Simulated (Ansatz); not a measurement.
The system is Ga.

```
Ga
1.0
    -1.38440    1.38440    2.31122
     1.38440   -1.38440    2.31122
     1.38440    1.38440   -2.31122
Ga
1
Direct
  0.00000 0.00000 0.00000
```

This isn't the form of Ga at room conditions, which is orthorhombic.

Base run:

```yaml
Program: Ansatz 0.2.0
Functional: PBE
Potentials_or_basis: Ansatz PAW
Cutoff: "420 eV (not typed: the program's choice for these potentials)"
k_mesh: 10 × 10 × 10
Occupations: fermi-dirac, width 0.05 eV
Spin: spin-orbit coupling, no magnetisation
```

Its results: band gap on the k mesh none (metal or under the smearing width); pressure 3.9 GPa.

The run is repeated on the same cell with these changes: functional from PBE to PBEsol. What comes out?

Band gap on the k mesh none (metal or under the smearing width); pressure 0.1 GPa.

PBEsol binds more tightly than PBE, so the same cell stands under less pressure.

Caveats: the PAW data sets come from PBE, with cores solved anew for the run's functional, which leaves a small shift of forces and pressure (some runs).
